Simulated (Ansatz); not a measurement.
# Gap against strain: (7,0) GaN nanotube

How it was computed: Ansatz 0.2.0, plane waves with PAW datasets, PBE, Fermi-Dirac smearing of 0.05 eV, no spin-orbit coupling. The period is scaled from its relaxed value of 5.516 Å and the atoms relax, within the symmetry of the start, at each strain ε (in %); gaps, in eV, are read on a band path.

| period (Å) | energy (eV a cell) | place of the conduction minimum (Γ = 0, Z = 1) | ε | gap |
| --- | --- | --- | --- | --- |
| 5.295 | +0.588 | 0.00 | −4 | 1.938 |
| 5.405 | +0.150 | 0.00 | −2 | 2 |
| 5.516 | 0.000 | 0.00 | 0 | 1.926 |
| 5.626 | +0.154 | 0.00 | 2 | 1.804 |
| 5.736 | +0.615 | 0.00 | 4 | 1.648 |

One run is withheld: period (Å) = 5.846, with ε = 6. Fit a straight line gap = a + b × ε to the 5 rows shown and predict it.

**Fit.** The means are 0 for ε and 1.863 for gap. The sum of products of deviations is −1.548 and the sum of squares in ε is 40, so b = −1.548 / 40 = −0.03869 and a = 1.863 − (−0.03869) × 0 = 1.863. The residuals' standard deviation, with 3 degrees of freedom, is σ = 0.077.

**Prediction.** gap = 1.863 + (−0.03869) × 6 = 1.631. The run gave 1.47, so the prediction less the run is +0.16. The standard error of a prediction there, σ√(1 + 1/5 + (6 − 0)²/40), is 0.11, and the miss is 1.4 times that, for a point outside the fitted range. With so few rows σ is itself uncertain.

The gap does not move one way: it turns somewhere between ε = -4 and 0 %, and the true extreme can lie between the rows, beyond the values shown.

**Limits.** Kohn-Sham gaps of a wire among periodic images, which in a check on one flat ribbon (7 Å apart) lowered the gap by 0.2 eV and flattened the slope; the slope b × 100 is a mean deformation potential of the gap, in eV per unit strain. Between neighbouring runs it lies between −8.9 and 3.1 eV, so a bend, a kink or scatter between runs makes one line a rough account. The unstrained row comes from a denser mesh than the others, which shifts its energy a little. Series of this kind are told only where this holds: a gap at every strain (compound wires with polar facets were set aside first). 88 of 101 did.
